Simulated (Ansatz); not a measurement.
# WC: band structure with HSEsol

Crystal: WC.

```
W C
1.0
     0.00000    2.19268    2.19268
     2.19268    0.00000    2.19268
     2.19268    2.19268    0.00000
W C
1 1
Direct
  0.00000 0.00000 0.00000
  0.50000 0.50000 0.50000
```

Measurements of this composition are mostly on another form, of space group No. 187.

- Program: Ansatz 0.2.0
- Task: band structure
- Functional: HSEsol
- Potentials or basis: Ansatz PAW
- Cutoff: 420 eV (not typed: the program's choice for these potentials)
- k mesh: 5 × 5 × 5
- Occupations: fermi-dirac, width 0.05 eV
- Spin: no spin polarisation
- Path: [["G", "X", "W", "K", "G", "L", "U", "W", "L", "K"], ["U", "X"]]
- Points for each segment of the path: 4

The pressure is -17.1 GPa and the band gap on the k mesh is none (metal or under the smearing width).

Levels at the corners of the path, in eV from the Fermi level:
| point | band 6 | band 7 | band 8 | band 9 | band 10 | band 11 | band 12 | band 13 |
| --- | --- | --- | --- | --- | --- | --- | --- | --- |
| Γ | -3.72 | -3.72 | -3.72 | -1.71 | -1.71 | -1.71 | -1.58 | -1.58 |
| X | -7.07 | -6.97 | -3.46 | -3.46 | 0.63 | 2.27 | 2.27 | 5.69 |
| W | -7.67 | -7.44 | -7.44 | 0.11 | 0.11 | 2.27 | 3.53 | 5.10 |
| K | -8.43 | -7.31 | -6.07 | -2.36 | 1.29 | 2.55 | 5.00 | 5.06 |
| Γ | -3.72 | -3.72 | -3.72 | -1.71 | -1.71 | -1.71 | -1.58 | -1.58 |
| L | -11.58 | -8.02 | -8.02 | 0.86 | 0.86 | 2.41 | 4.86 | 9.43 |
| U | -8.43 | -7.31 | -6.07 | -2.36 | 1.29 | 2.55 | 5.00 | 5.06 |
| W | -7.67 | -7.44 | -7.44 | 0.11 | 0.11 | 2.27 | 3.53 | 5.10 |
| L | -11.58 | -8.02 | -8.02 | 0.86 | 0.86 | 2.41 | 4.86 | 9.43 |
| K | -8.43 | -7.31 | -6.07 | -2.36 | 1.29 | 2.55 | 5.00 | 5.06 |
| U | -8.43 | -7.31 | -6.07 | -2.36 | 1.29 | 2.55 | 5.00 | 5.06 |
| X | -7.07 | -6.97 | -3.46 | -3.46 | 0.63 | 2.27 | 2.27 | 5.69 |

Wall time 33 s on 1 × NVIDIA H100 80GB HBM3 with 2 threads of AMD EPYC 7R13 Processor (Zen 3), with other jobs on the host, peak memory 1.4 GiB.

Caveat: the k mesh is coarse (spacing up to 0.50 Å⁻¹), so the values aren't converged, least of all with exact exchange; so large a pressure means that the cell lies far from this level's equilibrium, or that cutoff or potentials fall short; spin-orbit coupling is left out, which moves the levels of the heavy elements; the PAW data sets come from PBE, with cores solved anew for the run's functional, which leaves a small shift of forces and pressure; the thresholds are loose for stress.
